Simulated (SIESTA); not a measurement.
Crystal: Sc.

```
Sc
1.0
     0.00000    2.26000    2.26000
     2.26000    0.00000    2.26000
     2.26000    2.26000    0.00000
Sc
1
Direct
  0.00000 0.00000 0.00000
```

This isn't the form of Sc at room conditions, which is hcp.

* Program: SIESTA 5.4.2
* Task: relaxation of cell and atoms
* Functional: BP86
* Potentials or basis: PseudoDojo 0.4 standard (PBE files)
* Basis: DZ (energy shift 0.01 Ry)
* Grid cutoff: 800 Ry
* Energy shift: 0.01 Ry
* k mesh: 10 × 10 × 10
* Occupations: fermi-dirac, width 0.05 eV
* Spin: no spin polarisation

At the start: pressure -7.3 GPa; volume 23.09 Å³/atom.

Question: Where does the relaxation end?

Answer: Over 7 steps the energy falls by 51.1 meV/atom and the volume is 21.03 Å³/atom (-8.9 %); space group Fm-3m (No. 225, to 0.05 Å).

The path:
```csv
step,energy change (eV),largest force (eV/Å),pressure (GPa),volume (Å³)
1,0.0000,0.0000,-7.25,23.09
2,-0.0027,0.0000,-7.09,23.03
3,-0.0501,0.0000,1.46,20.74
4,-0.0504,0.0000,-0.75,21.22
5,-0.0511,0.0000,0.32,20.97
6,-0.0510,0.0000,-0.13,21.07
7,-0.0511,0.0000,0.04,21.03
```

Final structure:
```
Sc
1.0
    -0.00004    2.19080    2.19080
     2.19080   -0.00004    2.19080
     2.19080    2.19080   -0.00004
Sc
1
Direct
  0.00000 0.00000 0.00000
```

Caveat: the basis has no polarisation orbitals; semicore shells carry a single zeta, which can move pressures by several GPa and volumes by a few percent; the potentials were made for another functional, which shifts forces and pressure; the basis of atomic orbitals isn't converged, which shifts pressures, moduli and gaps.
